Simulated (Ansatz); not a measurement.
**GeO2: biaxial strain +0.63 %, plane normal [001], relaxed out of plane**

The reference is GeO2 (space group P3_121, No. 152; a = 4.989 Å, c = 5.675 Å). Axes: x lies along a and z along c of the hexagonal cell.

Perturbation: tensile biaxial strain of 0.63 % in the plane normal to [001], as in epitaxy on a mismatched substrate; the out-of-plane cell vector and the atoms relax.

Calculations: Kohn–Sham DFT with the r2SCAN functional, run in Ansatz (a first-principles code) with PAW and 500 eV plane waves, spin-orbit coupling left out. Γ-centred 8×8×6 mesh, Fermi–Dirac width 0.05 eV.

The volume per atom increases by 0.13 Å³ to 13.72 Å³ and the space group stays P3_121 (No. 152). The pressure (mean of the normal stresses, compression positive) goes from zero to -0.31 GPa and the band gap decreases by 0.02 eV, from 4.22 eV to 4.20 eV. The gap character is still indirect, K → Γ and the smallest direct gap stays essentially unchanged (4.28 eV against 4.27 eV). The width of the top valence band stays essentially unchanged (0.23 eV against 0.25 eV) and the electron mass changes from 0.39 mₑ along c, 0.43 mₑ across (at Γ) to 0.38 mₑ out of plane, 0.42 mₑ in plane (at Γ). The out-of-plane strain is -0.30 % and the mean in-plane stress (compression positive) is -0.5 GPa.

Effective masses come from finite differences of ±0.01 Å⁻¹. No phonon test of stability was made.
